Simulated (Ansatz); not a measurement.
**AlAu under changes of volume**

One of the cells (16.755 Å³/atom); the others are scaled copies at fixed shape and fractional positions:

```xyz
2
Lattice="3.2239 0.0000 0.0000 0.0000 3.2239 0.0000 0.0000 0.0000 3.2239" Properties=species:S:1:pos:R:3 pbc="T T T"
Au    1.6120    1.6120    1.6120
Al    0.0000    0.0000    0.0000
```

The cell comes from a database or a generator and needn't be the stable form of this composition.

```yaml
Program: Ansatz 0.2.0
Functional: PBE0
Potentials_or_basis: Ansatz PAW
Cutoff: "420 eV (not typed: the program's choice for these potentials)"
k_mesh: 6 × 6 × 6
Occupations: fermi-dirac, width 0.05 eV
Spin: no spin polarisation
```

```tsv
volume (Å³/atom)	energy over the lowest point (meV/atom)	pressure (GPa)
15.749	8.82	5.2
16.084	1.30	2.0
16.419	0.00	-0.8
16.755	4.33	-3.3
17.090	13.52	-5.5
17.425	27.06	-7.4
17.760	?	?
```

Question: What does the run at 17.760 Å³/atom give?

Answer: Energy over the lowest point 44.38 meV/atom; pressure -9.1 GPa.

Worked out: A Birch-Murnaghan fit of order 3 (a polynomial in V^(-2/3)) to the other rows has its minimum at 16.32 Å³/atom with B0 = V·E''(V) = 134 GPa and B' = 5.0. It gives 44.44 meV/atom at 17.760 Å³/atom, against the run's 44.38, and -dE/dV = -9.2 GPa, against -9.1.

Energies are extrapolated to zero smearing.

Caveats: the PAW data sets come from PBE, with cores solved anew for the run's functional, which leaves a small shift of forces and pressure; the thresholds are loose for stress.
